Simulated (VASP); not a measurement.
AlN: elastic constants with PBEsol

Crystal: AlN.

```xyz
4
Lattice="3.1127 0.0000 0.0000 -1.5564 2.6957 0.0000 0.0000 0.0000 4.9809" Properties=species:S:1:pos:R:3 pbc="T T T"
Al    0.0000    1.7971    0.0000
Al    1.5564    0.8986    2.4904
N     0.0000    1.7971    1.9028
N     1.5564    0.8986    4.3932
```

The cell was built by a generator and needn't be a form met in nature.

```
Program                   : VASP 6.6.1
Task                      : elastic constants
Functional                : PBEsol
Potentials or basis       : VASP PAW PBE potentials, release 64 (Al, N)
Cutoff                    : 600 eV
k mesh                    : 9 × 9 × 6
Occupations               : gaussian, width 0.05 eV
Spin                      : no spin polarisation
Ions in elastic constants : relaxed
Further INCAR settings    : ALGO = Normal; EDIFF = 1e-08; IBRION = 6; POTIM = 0.015; NSW = 1; ISIF = 3
```

| Quantity | Value |
| --- | --- |
| Voigt bulk modulus | 203 GPa |
| Highest phonon frequency at Γ, LO-TO splitting left out | 716 cm⁻¹ |

Phonon frequencies in cm⁻¹ (negative: imaginary):
| q point | frequencies |
| --- | --- |
| (0.000, 0.000, 0.000) | 0 0 0 236 236 543 609 656 656 667 667 716 |

Elastic tensor in Voigt notation (GPa, in the Cartesian axes of the cell as first typed):
```
381 138 108   0   0   0
138 381 108   0   0   0
108 108 355   0   0   0
  0   0   0 111   0   0
  0   0   0   0 111   0
  0   0   0   0   0 121
```

Clamped-ion elastic tensor (GPa):
```
455 103  65   0   0   0
103 455  65   0   0   0
 65  65 450   0   0   0
  0   0   0 126   0   0
  0   0   0   0 126   0
  0   0   0   0   0 176
```

Run time: 7.7 min on 1 thread of Intel(R) Xeon(R) 6975P-C (Granite Rapids), on a shared host, peak memory 0.39 GiB.

Caveat: the PAW data sets were made with another functional, which shifts forces and pressure a little.
